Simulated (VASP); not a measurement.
Here is a VASP 6.6.1 calculation.

The input INCAR:

```
PREC = Accurate
ENCUT = 520
EDIFF = 1E-6
ISMEAR = 0
SIGMA = 0.1
LREAL = False
LASPH = True
NELM = 100
ALGO = Normal
ISIF = 2
LWAVE = False
LCHARG = False
GGA = PE
NBANDS = 9
```

Contents of KPOINTS:

```
regular mesh
0
Gamma
  12 12 8
```

Contents of POSCAR:

```
Mg
1.0
    3.4094337980      0.0000000000      0.0000000000
   -1.7047168989      2.9526562816      0.0000000000
    0.0000000000      0.0000000000      5.0663685821
Mg
2
Direct
    0.3333333333      0.6666666667      0.2500000000
    0.6666666667      0.3333333333      0.7500000000
```

Potentials or basis: VASP PAW PBE potentials, release 64 (Mg).

The run is started by

```console
$ cat potpaw_PBE.64/Mg/POTCAR > POTCAR
$ mpirun -np 1 vasp_std > vasp.out
```

**Question.** What does it give for the pressure?

**Answer.** -3.0 GPa.

**Question.** Estimate the band gap on the k mesh.

**Answer.** None (metal or under the smearing width).

Stress tensor (GPa, compression positive):
```
-3.97  0.00  0.00
 0.00 -3.97  0.00
 0.00  0.00 -0.98
```
